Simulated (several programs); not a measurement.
**What each method gives for ZnSnN2 (ordering on zincblende)**

An ordered 8-atom cell of ZnSnN2 on the zincblende lattice (P-4m2), relaxed with r2SCAN in Ansatz, was computed with several methods. It is tetragonal, P-4m2 (No. 115); a = 3.481 Å, c = 9.033 Å in the conventional setting, 13.68 Å³ an atom. Zn has 4 N at 1.94–2.19 Å; N has 4 Zn at 1.94 Å; N has 2 Sn at 2.01 Å and 2 Zn at 2.19 Å; Sn has 4 N at 2.01–2.18 Å; N has 4 Sn at 2.18 Å. The cell comes from a prototype generator: it can be a known phase or a hypothetical one. Spin polarisation is off.

```cif
data_structure
_symmetry_space_group_name_H-M 'P-4m2'
_symmetry_Int_Tables_number 115
_cell_length_a 3.4806
_cell_length_b 3.4806
_cell_length_c 9.0328
_cell_angle_alpha 90.000
_cell_angle_beta 90.000
_cell_angle_gamma 90.000
_cell_volume 109.43
loop_
_atom_site_label
_atom_site_type_symbol
_atom_site_symmetry_multiplicity
_atom_site_Wyckoff_symbol
_atom_site_fract_x
_atom_site_fract_y
_atom_site_fract_z
_atom_site_occupancy
Zn1 Zn 2 g 0.50000 0.00000 0.90443 1
N1 N 1 b 0.50000 0.50000 0.00000 1
N2 N 2 e 0.00000 0.00000 0.24326 1
Sn1 Sn 2 g 0.50000 0.00000 0.35530 1
N3 N 1 c 0.50000 0.50000 0.50000 1
```

Gaps and times are for a single point on this cell; volume and bulk modulus come from each method's own relaxation or energy curve at fixed shape, which is too stiff where a cell has free coordinates or axes. Times are rough, from shared hosts (Arm Neoverse V1; NVIDIA H100 80GB HBM3), and each method has its own mesh and cell size. A double dagger marks a value from a curve with shape and coordinates held. PM6 (MOPAC), PM7 (MOPAC), GFN1-xTB (tblite) treat a cluster of cells at its zone centre, which samples few k points: where these miss a band edge, the gap comes out too large for that reason alone. Gaps from k meshes are read at a limited set of points (mesh, symmetry points, PBE's band edges), so each method's own least gap may be somewhat smaller. xTB and the PM methods were fitted mostly to molecules, and can miss a solid's gap by electronvolts. Minimal bases can be far off for gaps. Times of the plane-wave rungs are withheld (a dash), since they come from other jobs, hosts and meshes; the meshes of hybrids and Hartree-Fock don't converge their gaps to the digits shown. d marks a direct gap, i an indirect one (no mark: not told apart), a dash a value that wasn't computed or didn't pass its checks.

```tsv
method	kind	gap (eV)	own volume (Å³/atom)	bulk modulus (GPa)	atoms computed	processor time
PM7 (MOPAC)	semi-empirical	2.38	–	–	cluster	3.1 s
GFN1-xTB (tblite)	tight binding	0	14.29‡	60‡	cluster	4.2 s
light PBE (260 eV, its own mesh)	light plane-wave	overlap 0.10	–	–	8	4.2 s
PM6 (MOPAC)	semi-empirical	3.27	–	–	cluster	10 s
PBE/SZV (CP2K)	small basis	0.10 i	14.87‡	114‡	8	19 s
PBE	semilocal	overlap 0.09	14.17	130‡	8	–
PBE/DZVP (CP2K)	small basis	overlap 0.08	14.42‡	120‡	8	53 s
PBE+SOC	semilocal	overlap 0.08	–	–	8	–
r2SCAN	semilocal	overlap 0.12	13.68	150‡	8	–
HSE06	hybrid	0.11 i	–	–	8	–
```

Against HSE06 (0.11 eV) and with closed or daggered gaps left aside, the nearest gap at the points sampled is that of PBE/SZV (CP2K) (-0.01 eV) and the farthest that of PM6 (MOPAC) (+3.15 eV). HSE06 is only a yardstick of convenience, and nearness to it can be luck.

Volumes against r2SCAN's: PBE +3.6 %.

Runs without a result: GFN2-xTB (tblite) (single point).

With PBE and r2SCAN the bands overlap or touch, or nearly. Semilocal functionals can close a real gap, so this doesn't show a metal; small gaps of other methods may in turn close between the points read or with spin-orbit coupling, and the solid may be a semimetal.

Only the rows marked +SOC include spin-orbit coupling.
